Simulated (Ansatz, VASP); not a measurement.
## Ca: VASP beside Ansatz

INCAR

```
SYSTEM = Ca
PREC = Accurate ; ENCUT = 520
EDIFF = 1E-8 ; ISMEAR = -1
SIGMA = 0.03 ; LREAL = .False.
LASPH = .True. ; NELM = 60
ALGO = Normal ; ISIF = 2
LWAVE = .False. ; LCHARG = .False.
GGA = PE ; LEFG = .True.
NBANDS = 11
```

KPOINTS

```
Automatic mesh
0
Gamma
  11 11 11
  0 0 0
```

The input POSCAR:

```
Ca
1.0
    0.0000000000      2.7621357814      2.7621357814
    2.7621357814      0.0000000000      2.7621357814
    2.7621357814      2.7621357814      0.0000000000
Ca
1
Direct
    0.0000000000      0.0000000000      0.0000000000
```

Input for Ansatz:

```yaml
crystal:
  lattice:
    - [0.0, 2.7621357814, 2.7621357814]
    - [2.7621357814, 0.0, 2.7621357814]
    - [2.7621357814, 2.7621357814, 0.0]
  atoms:
    - { symbol: Ca, position: [0.0, 0.0, 0.0] }
kpoints:
  mp_grid: { grid: [11, 11, 11] }
  band_path:
    path:
      - [0.0, 0.0, 0.0]
      - [0.5, 0.0, 0.5]
      - [0.625, 0.25, 0.625]
      - [0.375, 0.375, 0.75]
      - [0.0, 0.0, 0.0]
      - [0.5, 0.5, 0.5]
      - [0.5, 0.25, 0.75]
      - [0.5, 0.0, 0.5]
    npoints: 8
scf:
  occupations: { method: fermi_dirac, width: 0.03 }
hamiltonian:
  xc: pbe
  pseudopotentials: { kind: all_electron, datasets: crystal }
output:
  forces: true
  stress: true
  eigenvalues: true
  efg: { contact_densities: true }
```

Alike in both runs: task electric field gradients; functional PBE; k mesh 11 × 11 × 11; occupations fermi-dirac, width 0.03 eV; no spin polarisation.

|  | VASP | Ansatz |
| --- | --- | --- |
| version | VASP 6.6.1 | Ansatz 0.2.0 |
| potentials or method | VASP PAW PBE potentials, release 64 (Ca_sv) | all-electron PAW with datasets made for the crystal, scalar-relativistic |
| plane-wave cutoff (eV) | 520 | see its input |

```tsv
	VASP	Ansatz	Ansatz less VASP
pressure (GPa)	0.0	0.0	-0.01
Vzz of the field gradient on the site that differs most (V/Å²)	0.0	0.0	0.00
```

Ansatz ran all-electron here, so the differences hold the error of VASP's frozen core and of both bases.
